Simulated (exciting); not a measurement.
# MgO (Fm-3m) in exciting: reference runs

Aim: a first look at MgO with PBE, on the cell as given.

All numbers are computed with exciting (release sodium); they aren't measurements. Logs are shortened: lines on timing, memory, paths and dates and some standing lists are left out, and cuts for length are marked.

**The experiment to reproduce.**

“Electronic structure of alkaline earth and post-transition metal oxides”, 2009, arxiv:0908.1581 quotes, for a bulk crystal of MgO: band gap 7.83 eV.

The results are compared with them further down.

## (1) The structure

The structure is cubic, space group Fm-3m (No. 225). Conventional cell: a = 4.194 Å, b = 4.194 Å, c = 4.194 Å, α = 90.00°, β = 90.00°, γ = 90.00°. Around Mg (site symmetry m-3m) lie 6 O at 2.10 Å. O (site symmetry m-3m) has 6 Mg at 2.10 Å as nearest neighbours.

The cell is a database's computed one.

## (2) Single point, PBE

The input, input.xml:

```xml
<input>
  <title>MgO</title>
  <structure speciespath="./" tshift="false">
    <crystal scale="1">
      <basevect>0.000000000000 3.962758315162 3.962758315162</basevect>
      <basevect>3.962758315162 0.000000000000 3.962758315162</basevect>
      <basevect>3.962758315162 3.962758315162 0.000000000000</basevect>
    </crystal>
    <species speciesfile="Mg.xml" rmt="2">
      <atom coord="0.000000000000 0.000000000000 0.000000000000"/>
    </species>
    <species speciesfile="O.xml" rmt="1.45">
      <atom coord="0.500000000000 0.500000000000 0.500000000000"/>
    </species>
  </structure>
  <groundstate do="fromscratch" ngridk="11 11 11" rgkmax="7.5" gmaxvr="14" lmaxapw="10" lmaxmat="10" lmaxvr="8" xctype="GGA_PBE" stype="Fermi Dirac" swidth="0.00183747" nempty="10" ValenceRelativity="iora*" epsengy="1e-05" epspot="1e-05" maxscl="60" tforce="true" outputlevel="normal"/>
</input>
```

Potentials or basis: all-electron LAPW+lo, shipped species files, valence relativity iora*.

Run with:

```sh
OMP_NUM_THREADS=1 exciting_smp
```

INFO.OUT:

```text
================================================================================
EXCITING SODIUM started
[... 10 lines left out ...]

 Lattice vectors (cartesian) :
      0.0000000000      3.9627583152      3.9627583152
      3.9627583152      0.0000000000      3.9627583152
      3.9627583152      3.9627583152      0.0000000000

 Reciprocal lattice vectors (cartesian) :
     -0.7927792723      0.7927792723      0.7927792723
      0.7927792723     -0.7927792723      0.7927792723
      0.7927792723      0.7927792723     -0.7927792723

 Unit cell volume                           :     124.4579815855
 Brillouin zone volume                      :       1.9930438392

 Species :    1 (Mg)
     parameters loaded from                 :    Mg.xml
     name                                   :    magnesium
     nuclear charge                         :     -12.00000000
     electronic charge                      :      12.00000000
     atomic mass                            :   44305.30463000
     muffin-tin radius                      :       2.00000000
     # of radial points in muffin-tin       :     300

     atomic positions (lattice) :
       1 :   0.00000000  0.00000000  0.00000000

 Species :    2 (O)
     parameters loaded from                 :    O.xml
     name                                   :    oxygen
     nuclear charge                         :      -8.00000000
     electronic charge                      :       8.00000000
     atomic mass                            :   29165.12203000
     muffin-tin radius                      :       1.45000000
     # of radial points in muffin-tin       :     250

     atomic positions (lattice) :
       1 :   0.50000000  0.50000000  0.50000000

 Total number of atoms per unit cell        :       2

 Spin treatment                             :    spin-unpolarised

 Number of Bravais lattice symmetries       :      48
 Number of crystal symmetries               :      48

 k-point grid                               :      11   11   11
 Total number of k-points                   :      56
 k-point set is reduced with crystal symmetries

 R^MT_min * |G+k|_max (rgkmax)              :       7.50000000
 Species with R^MT_min                      :       2 (O)
 Maximum |G+k| for APW functions            :       5.17241379
 Maximum |G| for potential and density      :      14.00000000

 G-vector grid sizes                        :      25    25    25
 Total number of G-vectors                  :    5769

 Maximum angular momentum used for
     APW functions                          :      10
     computing H and O matrix elements      :      10
     potential and density                  :       8
     inner part of muffin-tin               :       2

 Total nuclear charge                       :     -20.00000000
 Total electronic charge                    :      20.00000000
 Total core charge                          :       4.00000000
 Total valence charge                       :      16.00000000

 Number of empty states                     :      10
 Total number of valence states             :      19

 Maximum Hamiltonian size                   :     314
 Maximum number of plane-waves              :     302
 Total number of local-orbitals             :      12

 Exchange-correlation type                  :      20
     Perdew-Burke-Ernzerhof, Phys. Rev. Lett. 77, 3865 (1996)
     Generalised gradient approximation (GGA)

 Smearing scheme                            :    Fermi-Dirac
 Smearing width                             :       0.00183747

 Using multisecant Broyden potential mixing
[... 16 lines left out ...]
+ SCF iteration number :    1                                                  +
++++++++++++++++++++++++++++++++++++++++++++++++++++++++++++++++++++++++++++++++
 Total energy                               :      -278.08063727
 _______________________________________________________________
 Fermi energy                               :         0.18810060
 Kinetic energy                             :       275.37772621
 Coulomb energy                             :      -528.01188732
 Exchange energy                            :       -24.71952536
 Correlation energy                         :        -0.72695081
[... 739 lines left out ...]
 RMS change in effective potential (target) :  0.340235E-07  ( 0.100000E-04)
 Absolute change in total energy   (target) :  0.348122E-07  ( 0.100000E-04)
 Charge distance                   (target) :  0.109473E-07  ( 0.100000E-04)
 Abs. change in max-nonIBS-force   (target) :   0.00000      ( 0.500000E-04)

++++++++++++++++++++++++++++++++++++++++++++++++++++++++++++++++++++++++++++++++
| Convergency criteria checked for the last 2 iterations                       +
| Convergence targets achieved. Performing final SCF iteration                 +
++++++++++++++++++++++++++++++++++++++++++++++++++++++++++++++++++++++++++++++++
 Total energy                               :      -275.71620128
 _______________________________________________________________
 Fermi energy                               :         0.26771630
 Kinetic energy                             :       275.84607758
 Coulomb energy                             :      -526.41963321
 Exchange energy                            :       -24.40989509
 Correlation energy                         :        -0.73275056
[... 14 lines left out ...]
 Estimated fundamental gap                  :         0.17912056
        valence-band maximum at    1      0.0000  0.0000  0.0000
     conduction-band minimum at    1      0.0000  0.0000  0.0000

++++++++++++++++++++++++++++++++++++++++++++++++++++++++++++++++++++++++++++++++
+ Self-consistent loop stopped                                                 +
++++++++++++++++++++++++++++++++++++++++++++++++++++++++++++++++++++++++++++++++
 STATE.OUT is written

--------------------------------------------------------------------------------
- Writing atomic positions and forces                                          -
--------------------------------------------------------------------------------

 Atomic positions (lattice) :
 atom     1  Mg  :     0.00000000    0.00000000    0.00000000
 atom     2   O  :     0.50000000    0.50000000    0.50000000

 Total atomic forces including IBS (cartesian) :
 atom     1  Mg  :     0.00000000   -0.00000000    0.00000000
 atom     2   O  :    -0.00000000    0.00000000   -0.00000000

 Atomic force components including IBS (cartesian) :
 atom     1  Mg  :    -0.00000000    0.00000000    0.00000000   HF force
                 :    -0.00000000    0.00000000    0.00000000   core correction
                 :    -0.00000000   -0.00000000    0.00000000   IBS correction
 atom     2   O  :     0.00000000   -0.00000000   -0.00000000   HF force
                 :     0.00000000   -0.00000000   -0.00000000   core correction
                 :     0.00000000    0.00000000   -0.00000000   IBS correction

********************************************************************************
* Groundstate module stopped                                                   *
********************************************************************************

--------------------------------------------------------------------------------
- CAUTION! Warnings have been written in file WARNING.OUT !                    -
--------------------------------------------------------------------------------
================================================================================
| EXCITING SODIUM stopped                                                      =
================================================================================
```

It took 2.3 min on 1 thread of Arm Neoverse V2, shared host; peak memory 0.12 GiB.

Results:

```yaml
Free_energy: -7502.6200 eV
Band_gap_on_the_k_mesh: 4.87 eV, direct
All_electrons_inside_the_program's_atomic_spheres: Mg 10.41; O 6.74 (radii Mg 2.0, O 1.45 bohr)
```

Levels at points of the mesh, in eV from the valence-band top:
```csv
k point,band 5,band 6,band 7,band 8,band 9,band 10,band 11,band 12
"(0.00, 0.00, 0.00)",-17.31,0.00,0.00,0.00,4.87,15.90,15.90,15.90
```

## (3) How close it comes

Step 2. Against the measured gap of MgO, 7.83 eV (quoted in “Electronic structure of alkaline earth and post-transition metal oxides”, 2009, arxiv:0908.1581), the calculated 4.87 eV is off by -2.96 eV. The value is that of PBE, without temperature or zero-point motion. Semilocal functionals fall short of measured gaps as a rule. The cell is a database's relaxed one, not the measured one, which moves gaps too.
